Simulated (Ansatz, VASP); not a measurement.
Ti in VASP and in Ansatz

The input INCAR:

```
SYSTEM = Ti
PREC     = Accurate       ! precision mode
ENCUT    = 600            ! plane-wave cutoff, eV
EDIFF    = 1E-6           ! SCF threshold, eV
ISMEAR   = -1             ! smearing method
SIGMA    = 0.1            ! smearing width, eV
LREAL    = .FALSE.        ! projectors in reciprocal space
LASPH    = .TRUE.         ! aspherical terms in the spheres
NELM     = 80             ! most SCF steps
ALGO     = Normal         ! electronic algorithm
ISIF     = 3              ! what is computed and relaxed
LWAVE    = .FALSE.        ! write WAVECAR
LCHARG   = .FALSE.        ! write CHGCAR
GGA      = CA             ! functional
IBRION   = 2              ! ionic algorithm
NSW      = 80             ! ionic steps
EDIFFG   = -0.01          ! ionic threshold
```

KPOINTS

```
regular mesh
0
G
  12 12 12
  0 0 0
```

File POSCAR:

```
Ti
1.0
    2.6717143674      0.0000000000      0.0000000000
    0.0000000000      2.6717143674      0.0000000000
    0.0000000000      0.0000000000      2.6717143674
Ti
1
Direct
    0.0000000000      0.0000000000      0.0000000000
```

Input for Ansatz:

```yaml
crystal:
  lattice:
    - [2.6717143674, 0.0, 0.0]
    - [0.0, 2.6717143674, 0.0]
    - [0.0, 0.0, 2.6717143674]
  atoms:
    - { symbol: Ti, position: [0.0, 0.0, 0.0] }
hamiltonian:
  xc: lda
  pseudopotentials:
    kind: paw
    azcp:
      Ti: "pseudopotentials/Ti.paw.azcp"
basis:
  ecutwfc: 420
  fft_grid_basis: typed
kpoints:
  mp_grid: { grid: [12, 12, 12], shift: [0, 0, 0] }
magnetization:
  spin_polarized: false
scf:
  occupations: { method: fermi_dirac, width: 0.1 }
relax:
  max_steps: 60
  f_tol: 0.01
  cell: {}
```

The cell was built by a generator and needn't be a form met in nature.

Alike in both runs: task relaxation of cell and atoms; functional LDA; k mesh 12 × 12 × 12; occupations fermi-dirac, width 0.1 eV; no spin polarisation.

```csv
,VASP,Ansatz
version,VASP 6.6.1,Ansatz 0.2.0
potentials or method,"VASP PAW LDA potentials, release 64 (Ti_sv)","plane waves (420 eV) with PAW, scalar-relativistic"
plane-wave cutoff (eV),600,420
valence electrons in the cell,12,12
```

|  | VASP | Ansatz | Ansatz less VASP |
| --- | --- | --- | --- |
| relaxed volume (Å³/atom) | 16.69 | 16.70 | +0.016 |
| relaxed cell length with the largest relative difference (Å) | 2.556 | 2.556 | +0.0008 |
| energy change over the relaxation (meV/atom) | -78 | -77 | +0.6 |

Ansatz warned: «pseudo_functional_mismatch».
